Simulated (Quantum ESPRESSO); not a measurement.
Runs of Quantum ESPRESSO 7.5 on Mo. Symmetry: Im-3m, No. 229, cubic system. Conventional cell: a = 3.168 Å, b = 3.168 Å, c = 3.168 Å, α = 90.00°, β = 90.00°, γ = 90.00°. Around Mo (site symmetry m-3m) lie 8 Mo at 2.74 Å. 

```tsv
task	level	potentials or basis	cell	k mesh	cutoff (eV)	SCF threshold	symmetry	gap on the mesh (eV)	pressure (GPa)	V0 of scaled cells (Å³/atom)	B0 (GPa)
single point	PBEsol	GBRV 1.5 PBEsol	as given	12 × 12 × 12	612	2e-10 Ry	-	none	-10.4	-	-
single point	PBEsol	GBRV 1.5 PBEsol	cell strained at random at fixed volume	12 × 12 × 12	612	2e-10 Ry	-	none	-10.2	-	-
equation of state	PBEsol	GBRV 1.5 PBEsol	as given	12 × 12 × 12	612	2e-10 Ry	-	-	-	15.30	(a)
equation of state	r2SCAN	SG15 PBE 1.2	as given	9 × 9 × 9	952	1e-08 Ry	off	-	-	15.56	(b)
```

Alike in all rows: no spin polarisation; smearing fermi-dirac 0.05 eV.

Task: Estimate the missing entries.

Result: (a) 284; (b) 277.

Caveats: the potentials were made for another functional, which shifts forces and pressure (some runs).

A k mesh can miss the band edges, and the runs leave out spin-orbit coupling on Mo.

A gap of «none» marks a metal or a gap under the smearing width.
